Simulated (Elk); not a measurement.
## Hg: levels along high-symmetry lines

```yaml
crystal:
  lattice:
    - [0.00000, 2.39191, 2.39191]
    - [2.39191, 0.00000, 2.39191]
    - [2.39191, 2.39191, 0.00000]
  atoms:
    - { symbol: Hg, position: [0.00000, 0.00000, 0.00000] }
```

The cell is the one relaxed in the Materials Project (mp-753304), not relaxed further here; entries there can be hypothetical.

Spin–orbit coupling is left out, though it moves levels of the heavy atoms by tenths of an eV or more.

Theory: Elk 11.2.3 with local patches, DFT, TB-mBJ exchange potential with LDA correlation, all-electron APW+lo, Dirac cores, scalar-relativistic bands.

Settings: a Γ-centred 10×10×10 k mesh, Fermi–Dirac smearing of 0.0136 eV, R·Kmax = 8 on the mean sphere radius, lmax = 10, no spin polarisation; the energy settled, though the test on the potential was never met; no run of a second program bears this one out, and levels, gaps and moments can depend on Elk's basis and start.

Points in fractions of the reciprocal vectors of this cell: Γ (0, 0, 0), X (0.5, 0, 0.5), U (0.625, 0.25, 0.625), K (0.375, 0.375, 0.75), L (0.5, 0.5, 0.5), W (0.5, 0.25, 0.75). The path joins them by straight lines in the order Γ–X–U–K–Γ–L–W–X; legs that retrace an earlier one aren't tabulated. Energies are in eV from the Fermi level.

Q: Is there a gap?

A: none: bands cross the Fermi level, a metal.

Q: List the levels between -20 and 10 eV at the symmetry points.

A: 
Γ: -7.66, -7.15 (×3), -6.72 (×2)
X: -7.72, -7.66, -6.37, -6.25 (×2), 0.01, 0.50, 6.83 (×2)
U: -7.56, -7.28, -6.67, -6.58, -6.37, -0.29, 1.93, 3.29, 8.11
K: -7.56, -7.28, -6.67, -6.58, -6.37, -0.29, 1.93, 3.29, 8.11
L: -7.67, -7.14 (×2), -6.36 (×2), -1.85, -0.71
W: -7.32, -7.12 (×2), -6.65, -6.25, 0.01, 3.08 (×2), 4.91
